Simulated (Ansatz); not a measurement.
# InAs: the cost of one run

Program: Ansatz 0.2.0. Level of theory: DFT PBEsol, scalar-relativistic, plane waves, PAW. These are calculated values, not measurements.

1 further run of the same task is left out (set aside as unsound or not needed).

### 1 The starting structure

The structure is cubic, space group Fm-3m (No. 225). The conventional cell has a = 5.653 Å, b = 5.653 Å, c = 5.653 Å, α = 90.00°, β = 90.00°, γ = 90.00°. In (site symmetry m-3m) is surrounded by 6 As at 2.83 Å. Around As (site symmetry m-3m) lie 6 In at 2.83 Å.

As a file:

```xyz
4
Lattice="0.0000 -2.8265 -2.8265 0.0000 2.8265 -2.8265 5.6529 0.0000 0.0000" Properties=species:S:1:pos:R:3 pbc="T T T"
In    0.0000    0.0000   -2.8265
In    2.8265    0.0000    0.0000
As    2.8265    0.0000   -2.8265
As    0.0000    2.8265   -2.8265
```

It goes back to an entry of the Materials Project, which need not be the stable form.

It is built from the cell relaxed beforehand with the same method (22.58 Å³/atom).

### 2 The reference cell

The cell is repeated 2 times, 4 atoms in all. Reference values: F = -20677.1132 eV; pressure 0.00 GPa; largest force 0.000 eV/Å; gap on the mesh none (metal). It was computed beforehand with the settings of the runs below.

### 3 The scan: freezing in a mode

Mode 4 of the phonon run on this cell, counted from the lowest, is frozen in: each atom moves by x times its row below, so x is the largest displacement.

```
atom     ux      uy     uz
 In1  0.000   1.000  0.000
 In2  0.000  -1.000  0.000
 As3  0.000  -0.869  0.000
 As4  0.000   0.869  0.000
```

### 4 At x = -0.400 Å

input.yaml

```yaml
crystal:
  lattice:
    - [0.0, -2.8264640422, -2.8264640422]
    - [0.0, 2.8264640422, -2.8264640422]
    - [5.6529280843, 0.0, 0.0]
  atoms:
    - { symbol: In, position: [0.5707597893, 0.4292402107, 0.0] }
    - { symbol: In, position: [-0.0707597893, 0.0707597893, 0.5] }
    - { symbol: As, position: [0.4384948666, 0.5615051334, 0.5] }
    - { symbol: As, position: [0.0615051334, 0.9384948666, 0.0] }
basis:
  ecutwfc: 420
kpoints:
  mp_grid: { grid: [16, 16, 12] }
hamiltonian:
  xc: pbesol
scf:
  occupations: { method: gaussian, width: 0.15 }
output:
  forces: true
  stress: true
  eigenvalues: true
```

On the command line:

```
$ ansatz run input.yaml --threads 2 --pin off --max-ram 5120MiB --backend cpu --events-out ev --progress --plain --runs-dir out
```

Q: Estimate wall time and peak memory on 2 threads of Intel Xeon at 2.50GHz (Skylake/Cascade Lake), shared host.

About 2 min, with a peak of 1.2 GiB.
